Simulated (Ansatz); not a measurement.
# ZnTe, pressure series

Base system: ZnTe in the zinc blende structure (space group F-43m, No. 216).

```yaml
crystal:
  lattice:
    - [0.00000, 3.08959, 3.08959]
    - [3.08959, 0.00000, 3.08959]
    - [3.08959, 3.08959, 0.00000]
  atoms:
    - { symbol: Te, position: [0.75000, 0.75000, 0.75000] }
    - { symbol: Zn, position: [0.00000, 0.00000, 0.00000] }
```

Cell and atoms are relaxed at each pressure.

Method: plane-wave PAW DFT at the PBE level (Ansatz, a quantum-chemistry and plane-wave program, 420 eV), no SOC, earlier PAW set.

Candidates:
(a) pressure 30 GPa
(b) pressure 15 GPa
(c) pressure 75 GPa
(d) pressure −1 GPa
(e) pressure 100 GPa

Base values:

The band gap comes out as 1.07 eV.

### Question
Order them by band gap, lowest first.

### Answer
(e) pressure 100 GPa (0.41 eV), (c) pressure 75 GPa (0.72 eV), (d) pressure −1 GPa (0.96 eV), (a) pressure 30 GPa (1.48 eV), (b) pressure 15 GPa (1.84 eV)

Spin-orbit coupling, missing from the scalar runs, can matter with Te. Load acts through the strain it causes; cell and atoms are relaxed under it. Stability against distortions was not tested. Measured, ZnTe leaves this structure (for cinnabar) near 9.5 GPa (temperature not stated; as listed in Datta, Sujoy, Jana, Debnarayan, arXiv (2020)), on rising pressure, with hysteresis.
